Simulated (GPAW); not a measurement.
## GaSb: single point with PBE

**Measured values to compare with.**

From a printed reference work, data compilation, for a bulk crystal of GaSb at 4.2 K: band gap 0.811 eV (direct).

The system is GaSb.

```xyz
2
Lattice="0.0000 3.0590 3.0590 3.0590 0.0000 3.0590 3.0590 3.0590 0.0000" Properties=species:S:1:pos:R:3 pbc="T T T"
Sb    4.5885    4.5885    4.5885
Ga    0.0000    0.0000    0.0000
```

```json
{
 "Program": "GPAW 26.7.0",
 "Task": "single point",
 "Functional": "PBE",
 "Potentials or basis": "GPAW PAW data sets (gpaw-data 1.2.1)",
 "Cutoff": "450 eV",
 "Basis": "pw",
 "k mesh": "6 × 6 × 6",
 "Occupations": "fermi-dirac, width 0.05 eV",
 "Spin": "no spin polarisation"
}
```

```
Pressure               : 1.5 GPa
Band gap on the k mesh : 0.09 eV, direct
```

Levels at points of the mesh, in eV from the valence-band top:
```
           k point  band 6  band 7  band 8  band 9  band 10  band 11  band 12  band 13
(0.00, 0.00, 0.00)  -11.44    0.00    0.00    0.00     0.09     2.81     2.81     2.81
(0.50, 0.50, 0.00)   -9.07   -6.76   -2.56   -2.56     0.93     1.27     8.75     8.75
(0.50, 0.50, 0.50)   -9.87   -6.33   -1.15   -1.15     0.44     3.79     3.79     6.51
```

Wall time 5.2 s on 1 thread of Intel(R) Xeon(R) 6975P-C (Granite Rapids), on a shared host, peak memory 0.15 GiB.

A measured gap of GaSb is 0.811 eV (direct; 4.2 K; a printed reference work, data compilation); the calculated 0.09 eV misses it by -0.72 eV. Spin-orbit coupling on Ga, Sb is left out. The value is that of PBE on a finite k mesh, which can miss the band edges, without temperature or zero-point motion. Semilocal functionals fall short of measured gaps as a rule.

Caveat: the cutoff is short for stress and forces, so pressures can be off by a GPa or more; spin-orbit coupling is left out, which moves the levels of the heavy elements.
